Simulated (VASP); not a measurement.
Wanted: the native input for a VASP 6.6.1 run.

| Property | Result |
| --- | --- |
| Task | relaxation of cell and atoms |
| Functional | PBE |
| Dispersion | D3(BJ) |
| Potentials or basis | VASP PAW PBE potentials, release 64 (Ni) |
| Cutoff | 600 eV |
| k mesh | 18 × 18 × 18 |
| Occupations | methfessel-paxton, width 0.1 eV |
| Spin | collinear spin, ferromagnetic start |
| Starting moments | [2.0] μB |
| Further INCAR settings | ALGO = Normal; EDIFF = 1e-07; AMIX = 0.2; BMIX = 0.0001; IBRION = 2; EDIFFG = -0.005; NSW = 90; ISIF = 3 |

The structure of Ni lies in POSCAR:

```
Ni                                      
1.0
   -0.0000000000      1.7379788573      1.7379788573
    1.7379788573      0.0000000000      1.7379788573
    1.7379788573      1.7379788573      0.0000000000
  Ni            
     1
Direct
     0.0000000000000000    0.0000000000000000    0.0000000000000000
```

These files were run (other wordings do the same):

INCAR

```
SYSTEM = Ni
  PREC = Accurate
  ENCUT = 600
  EDIFF = 1E-7
  ISMEAR = 1
  SIGMA = 0.1
  LREAL = .False.
  LASPH = .True.
  NELM = 150
  ALGO = Normal
  ISIF = 3
  LWAVE = .False.
  LCHARG = .False.
  ISPIN = 2
  MAGMOM = 2
  LORBIT = 11
  LMAXMIX = 4
  GGA = PE
  IVDW = 12
  IBRION = 2
  NSW = 90
  EDIFFG = -0.005
  AMIX = 0.2
  BMIX = 1E-4
  AMIX_MAG = 0.8
  BMIX_MAG = 1E-4
```

KPOINTS

```
Automatic mesh
0
Gamma
  18 18 18
  0 0 0
```

Potentials or basis: VASP PAW PBE potentials, release 64 (Ni).

Command:

```sh
$ cat potpaw_PBE.64/Ni/POTCAR > POTCAR
$ mpirun -np 1 vasp_std > vasp.out
```

It gave:

- Pressure after relaxing: 0.0 GPa
- Band gap on the k mesh: none (metal or under the smearing width)
- Net moment: 0.61 μB per cell
- Site moments: Ni +0.62 μB
- Valence electrons inside the program's atomic spheres: Ni 9.38
- Dispersion energy per atom: -0.480 eV

Caveat: the relaxation stopped at its first step, so nothing moved; pairwise dispersion overbinds metals, which lowers pressure and volume.

Wall time 21 s on 1 thread of Intel(R) Xeon(R) 6975P-C (Granite Rapids), on a shared host, peak memory 0.17 GiB.
